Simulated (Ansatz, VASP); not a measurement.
# Two plane-wave programs on AlN

Contents of INCAR:

```
PREC     = Accurate       # precision mode
ENCUT    = 520            # plane-wave cutoff, eV
EDIFF    = 1E-7           # SCF threshold, eV
ISMEAR   = 0              # smearing method
SIGMA    = 0.05           # smearing width, eV
LREAL    = False          # projectors in reciprocal space
LASPH    = True           # aspherical terms in the spheres
NELM     = 60             # most SCF steps
ALGO     = Normal         # electronic algorithm
ISIF     = 2              # what is computed and relaxed
LWAVE    = False          # write WAVECAR
LCHARG   = True           # write CHGCAR
GGA      = PE             # functional
LELF     = True           # ELF
LVHAR    = True         
NBANDS   = 26             # bands
```

The input KPOINTS:

```
regular mesh
0
Gamma
  6 6 6
```

POSCAR

```
AlN
1.0
    4.3679871192      0.0000000000      0.0000000000
    0.0000000000     -4.3679871192      0.0000000000
    0.0000000000      0.0000000000     -4.3679871192
Al N
4 4
Direct
    0.0000000000      0.5000000000      0.5000000000
    0.5000000000      0.0000000000      0.5000000000
    0.5000000000      0.5000000000      0.0000000000
    0.0000000000      0.0000000000      0.0000000000
    0.7500000000      0.7500000000      0.7500000000
    0.2500000000      0.2500000000      0.7500000000
    0.2500000000      0.7500000000      0.2500000000
    0.7500000000      0.2500000000      0.2500000000
```

Input for Ansatz:

```yaml
crystal:
  lattice:
    - [4.3679871192, 0.0, 0.0]
    - [0.0, -4.3679871192, 0.0]
    - [0.0, 0.0, -4.3679871192]
  atoms:
    - { symbol: Al, position: [0.0, 0.5, 0.5] }
    - { symbol: Al, position: [0.5, 0.0, 0.5] }
    - { symbol: Al, position: [0.5, 0.5, 0.0] }
    - { symbol: Al, position: [0.0, 0.0, 0.0] }
    - { symbol: "N", position: [0.75, 0.75, 0.75] }
    - { symbol: "N", position: [0.25, 0.25, 0.75] }
    - { symbol: "N", position: [0.25, 0.75, 0.25] }
    - { symbol: "N", position: [0.75, 0.25, 0.25] }
basis:
  ecutwfc: 520.0
kpoints:
  mp_grid: { grid: [6, 6, 6] }
hamiltonian:
  xc: pbe
scf:
  occupations: { method: gaussian, width: 0.05 }
output:
  forces: true
  stress: true
  eigenvalues: true
```

Alike in both runs: task single point; functional PBE; k mesh 6 × 6 × 6; occupations gaussian, width 0.05 eV; no spin polarisation.

```csv
,VASP,Ansatz
version,VASP 6.6.1,Ansatz 0.2.0
potentials or method,"VASP PAW PBE potentials, release 64 (Al, N)","scalar-relativistic, plane waves, PAW"
plane-wave cutoff (eV),520,520
valence electrons in the cell,32,32
```

Ansatz gave:

- gap on the k mesh at the Fermi level (eV): 3.33
- least direct gap on the mesh (eV): 3.33
- pressure (GPa): 4.9

Problem. Which values does VASP return?

Solution. gap on the k mesh at the Fermi level (eV): 3.32; least direct gap on the mesh (eV): 3.32; pressure (GPa): 4.6.

A k mesh can miss the band edges.
